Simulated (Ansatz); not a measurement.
**MnF₂: a fit and a missing row**

MnF₂, P4_2/mnm, a = 4.949 Å, c = 3.340 Å. Ansatz: PBE, PAW, 420 eV, Γ-centred 6×6×8 mesh on 6 atoms, Gaussian smearing 0.02 eV; collinear spin, largest moment 4.2 μB. Shape and atoms are relaxed at each volume; pressure is positive in compression.

```tsv
V (Å³/atom)	P (GPa)
12.818	5.97
13.227	2.73
13.636	0.01
14.045	?
14.454	-3.99
```

Take V0 = 13.636 Å³/atom, count pressures from its P0 = 0.01 GPa, fit the third-order Birch–Murnaghan form to the other rows, and predict the missing pressure.

With the Eulerian strain f = ½[(V0/V)^(2/3) − 1] and y = (P − P0)/[3f(1 + 2f)^(5/2)], the form is the line y = B0 + 1.5 B0 (B0′ − 4) f. Rows (f, y): 0.02105, 85.1; 0.01025, 84.1; -0.01905, 77.1. Means f = 0.004083, y = 82.100; Σ(Δf)² = 0.0008610, ΣΔfΔy = 0.1789; the slope is their ratio. y = 81.25 + 207.8 f GPa, so B0 = 81.2 GPa and B0′ = 4 + 2 × (207.8)/(3 × 81.25) = 5.71. At V = 14.045, f = -0.00975, y = 79.22 and P = -2.20 GPa. The run gave -2.22 GPa, so the fit is 0.02 GPa too high, within the rms miss on the fitted rows (0.02 GPa).

The state reached may not be the lowest one. The program reads another magnetic order as possibly lower. Moments started parallel, and an antiferromagnetic order may lie lower.

Cost: 5 runs of about 14 core-minutes in all, on AMD EPYC 7R43 (Zen 3) (shared hosts).